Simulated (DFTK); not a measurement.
SnTe under changes of volume

One of the cells (31.281 Å³/atom); the others are scaled copies at fixed shape and fractional positions:

```
Te Sn
1.0
     0.00000    3.15085    3.15085
     3.15085    0.00000    3.15085
     3.15085    3.15085    0.00000
Te Sn
1 1
Direct
  0.50000 0.50000 0.50000
  0.00000 0.00000 0.00000
```

* Program: DFTK 0.8.2
* Functional: LDA
* Potentials or basis: cp2k.nc.sr.lda.v0_1.largecore.gth (LDA, GTH)
* Cutoff: 544 eV
* k mesh: 7 × 7 × 7
* Occupations: fermi-dirac, width 0.05 eV
* Spin: no spin polarisation

```csv
volume (Å³/atom),energy over the lowest point (meV/atom),pressure (GPa)
29.404,?,?
30.030,0.00,0.2
30.656,0.79,-0.8
31.281,5.23,-1.7
31.907,12.96,-2.5
32.532,23.63,-3.2
33.158,36.95,-3.8
```

Question: What does the run at 29.404 Å³/atom give?

Answer: Energy over the lowest point 3.35 meV/atom; pressure 1.3 GPa.

Worked out: A Birch-Murnaghan fit of order 3 (a polynomial in V^(-2/3)) to the other rows has its minimum at 30.21 Å³/atom with B0 = V·E''(V) = 49 GPa and B' = 4.3. It gives 3.30 meV/atom at 29.404 Å³/atom, against the run's 3.35, and -dE/dV = 1.4 GPa, against 1.3.

Energies are extrapolated to zero smearing.

Caveats: GTH potentials come without recommended cutoffs, and this one wasn't checked for convergence.
